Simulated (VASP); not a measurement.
Write the native input for VASP 6.6.1 that does the following.

```yaml
Task: single point
Functional: LDA
Potentials_or_basis: VASP PAW LDA potentials, release 64 (Mn_pv, O)
Cutoff: 520 eV
k_mesh: 8 × 8 × 8
Occupations: fermi-dirac, width 0.05 eV
Spin: no spin polarisation
Supercell_matrix: "[1, 0, 0, 0, 1, 0, 0, 0, 2]"
Further_INCAR_settings: ALGO = Normal; EDIFF = 1e-06; NBANDS = 27
```

The structure of MnO lies in POSCAR:

```
MnO
1.0
    0.0000000000      2.2220003300      2.2220003300
    2.2220003300      0.0000000000      2.2220003300
    4.4440006600      4.4440006600      0.0000000000
Mn O
2 2
Direct
    0.0000000000      0.0000000000      0.0000000000
    0.0000000000      0.0000000000      0.5000000000
    0.5000000000      0.5000000000      0.2500000000
    0.5000000000      0.5000000000      0.7500000000
```

These files were run (other wordings do the same):

INCAR

```
ALGO = Normal
EDIFF = 1E-6
ENCUT = 520
GGA = CA
ISIF = 2
ISMEAR = -1
LASPH = T
LCHARG = T
LELF = T
LREAL = F
LVHAR = T
LWAVE = F
NBANDS = 27
NELM = 150
PREC = Accurate
SIGMA = 0.05
```

KPOINTS

```
k-points
0
Gamma
  8 8 8
```

Potentials or basis: VASP PAW LDA potentials, release 64 (Mn_pv, O).

Run with:

```console
$ cat potpaw_LDA.64/Mn_pv/POTCAR potpaw_LDA.64/O/POTCAR > POTCAR
$ mpirun -np 1 vasp_std > vasp.out
```

Results of the run:

```json
{
 "Pressure": "-46.4 GPa",
 "Band gap on the k mesh": "none (metal or under the smearing width)"
}
```

Caveat: a pressure of tens of GPa on the cell as given is suspect, and the run, the potentials or the cell itself is likely at fault; the run has no spin polarisation, though such a crystal can be magnetic; semilocal functionals often make such compounds metallic where correlation or magnetic order opens a gap, which also shifts bond lengths.

Run time: 47 s on 1 thread of Intel(R) Xeon(R) Platinum 8488C (Sapphire Rapids), with other jobs on the host, peak memory 0.18 GiB.
